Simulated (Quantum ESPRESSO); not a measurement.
Crystal: BeTe.

```
Te Be
1.0
     0.00000    2.77000    2.77000
     2.77000    0.00000    2.77000
     2.77000    2.77000    0.00000
Te Be
1 1
Direct
  0.75000 0.75000 0.75000
  0.00000 0.00000 0.00000
```

Base run:

| Quantity | Value |
| --- | --- |
| Program | Quantum ESPRESSO 7.5 |
| Functional | SCAN |
| Potentials or basis | SG15 PBE 1.2 |
| Cutoff | 952 eV |
| Density cutoff | 3810 eV |
| k mesh | 6 × 6 × 6 |
| Occupations | fermi-dirac, width 0.05 eV |
| Spin | no spin polarisation |

Its results: band gap on the k mesh 2.31 eV, indirect (least direct gap 4.14 eV); pressure 1.7 GPa.

The run is repeated on the same cell with these changes: functional from SCAN to r2SCAN. What comes out?

Band gap on the k mesh 2.37 eV, indirect (least direct gap 4.19 eV); pressure 3.4 GPa.

Caveats: the potentials were made for another functional, which shifts forces and pressure; spin-orbit coupling is left out, which moves the levels of the heavy elements.
